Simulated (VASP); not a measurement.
Crystal: GaAs.

```
As Ga
1.0
     0.00000    2.82685    2.82685
     2.82685    0.00000    2.82685
     2.82685    2.82685    0.00000
As Ga
1 1
Direct
  0.75000 0.75000 0.75000
  0.00000 0.00000 0.00000
```

Base run:

| Quantity | Value |
| --- | --- |
| Program | VASP 6.6.1 |
| Functional | PBE |
| Potentials or basis | VASP PAW PBE potentials, release 64 (As, Ga_d) |
| Cutoff | 520 eV |
| k mesh | 6 × 6 × 6 |
| Occupations | fermi-dirac, width 0.05 eV |
| Spin | spin-orbit coupling, no magnetisation |

Its results: pressure 3.4 GPa.

Problem. The run is repeated on the same cell with these changes: functional from PBE to PBEsol; further incar settings from ALGO = Normal; EDIFF = 1e-07; NBANDS = 30 to ALGO = Normal; EDIFF = 1e-06; NBANDS = 30. What comes out?

Solution. Pressure 0.3 GPa.

Caveats: the PAW data sets were made with another functional, which shifts forces and pressure a little (some runs).
